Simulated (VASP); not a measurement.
# BN in VASP 6.6.1, single-point calculation

INCAR

```
METAGGA = R2SCAN
LREAL = .FALSE.
NSW = 0
ISIF = 2
ENCUT = 520
LCHARG = .FALSE.
NELM = 120
SIGMA = 0.01
ISMEAR = 0
EDIFF = 1E-7
IBRION = -1
NBANDS = 11
LWAVE = .FALSE.
ALGO = Normal
LASPH = .TRUE.
PREC = Accurate
```

KPOINTS

```
KPOINTS created by Atomic Simulation Environment
0
Gamma
8 8 8
0 0 0
```

POSCAR

```
B  N
 1.0000000000000000
     0.0418970831000000    1.7925777840999999    1.7925777840999999
     1.7925777840999999    0.0418970831000000    1.7925777840999999
     1.7925777840999999    1.7925777840999999    0.0418970831000000
 B   N
   1   1
Cartesian
  0.0009819561621056  0.0009819561621056  0.0009819561621056
  0.9057812066628944  0.9057812066628944  0.9057812066628945
```

The recommended PBE PAW datasets give the neutral cell 8 valence electrons.

Command

```
mpirun -np 1 vasp_std
```

Q: Predict the outcome of this run.

A: It converged. Results: gap between bands v and c on the k mesh 4.93 eV; least direct gap on the k mesh 8.86 eV; pressure 26.3 GPa. Band v is the last that the valence electrons fill when counted band by band, and c is the next.

OSZICAR

```
N       E                     dE             d eps       ncg     rms          rms(c)
DAV:   1     0.778895687967E+01    0.77890E+01   -0.51562E+03  1486   0.748E+02
DAV:   2    -0.218826481692E+02   -0.29672E+02   -0.28545E+02  1711   0.172E+02
DAV:   3    -0.224009087887E+02   -0.51826E+00   -0.51748E+00  1712   0.191E+01
DAV:   4    -0.224014894093E+02   -0.58062E-03   -0.58061E-03  1517   0.721E-01
DAV:   5    -0.224014898909E+02   -0.48159E-06   -0.48158E-06  1682   0.208E-02    0.699E+00
DAV:   6    -0.191047888790E+02    0.32967E+01   -0.18270E+00  1433   0.813E+00    0.383E+00
DAV:   7    -0.190896752955E+02    0.15114E-01   -0.31958E-01  1522   0.418E+00    0.191E+00
DAV:   8    -0.190879795113E+02    0.16958E-02   -0.47765E-02  1562   0.144E+00    0.186E-01
DAV:   9    -0.190873181542E+02    0.66136E-03   -0.64055E-03  1646   0.559E-01    0.101E-01
DAV:  10    -0.190873303582E+02   -0.12204E-04   -0.39742E-04  1562   0.161E-01    0.334E-02
DAV:  11    -0.190873298146E+02    0.54358E-06   -0.36671E-05  1610   0.452E-02    0.878E-03
DAV:  12    -0.190873303897E+02   -0.57516E-06   -0.17818E-06  1592   0.114E-02    0.157E-03
DAV:  13    -0.190873303662E+02    0.23510E-07   -0.13342E-07   838   0.275E-03
   1 F= -.19087330E+02 E0= -.19087330E+02  d E =-.230252E-29
```

For comparison, a separate r²SCAN run of the intended cell, on usual settings and not on those above, gives a gap of 4.93 eV on its mesh and a pressure of 26.3 GPa.
